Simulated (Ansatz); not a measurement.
## Ge under changes of volume

One of the cells (22.639 Å³/atom); the others are scaled copies at fixed shape and fractional positions:

```
Ge
1.0
     0.00000    2.82891    2.82891
     2.82891    0.00000    2.82891
     2.82891    2.82891    0.00000
Ge
2
Cartesian
  4.2434 4.2434 4.2434
  2.8289 2.8289 2.8289
```

| Property | Result |
| --- | --- |
| Program | Ansatz 0.2.0 |
| Functional | r2SCAN |
| Potentials or basis | Ansatz PAW |
| Cutoff | 500 eV (not typed: the program's choice for these potentials) |
| k mesh | 8 × 8 × 8 |
| Occupations | fermi-dirac, width 0.05 eV |
| Spin | no spin polarisation |

| volume (Å³/atom) | energy over the lowest point (meV/atom) | pressure (GPa) | gap on the mesh (eV) |
| --- | --- | --- | --- |
| 21.281 | ? | ? | ? |
| 21.733 | 12.53 | 4.0 | 0.61 |
| 22.186 | 3.90 | 2.2 | 0.53 |
| 22.639 | 0.00 | 0.6 | 0.44 |
| 23.092 | 0.32 | -0.8 | 0.25 |
| 23.545 | 4.36 | -2.0 | none |
| 23.997 | 11.52 | -3.1 | none |

Question: What does the run at 21.281 Å³/atom give?

Answer: Energy over the lowest point 26.46 meV/atom; pressure 5.9 GPa; gap on the mesh 0.68 eV.

Worked out: A Birch-Murnaghan fit of order 3 (a polynomial in V^(-2/3)) to the other rows has its minimum at 22.83 Å³/atom with B0 = V·E''(V) = 71 GPa and B' = 5.7. It gives 26.61 meV/atom at 21.281 Å³/atom, against the run's 26.46, and -dE/dV = 6.0 GPa, against 5.9.

Energies are extrapolated to zero smearing.

Caveats: the PAW data sets come from PBE, with cores solved anew for the run's functional, which leaves a small shift of forces and pressure.

A mesh can miss the band edges. Spin-orbit coupling on Ge is left out.

A gap of «none» marks a metal or a gap under the smearing width.
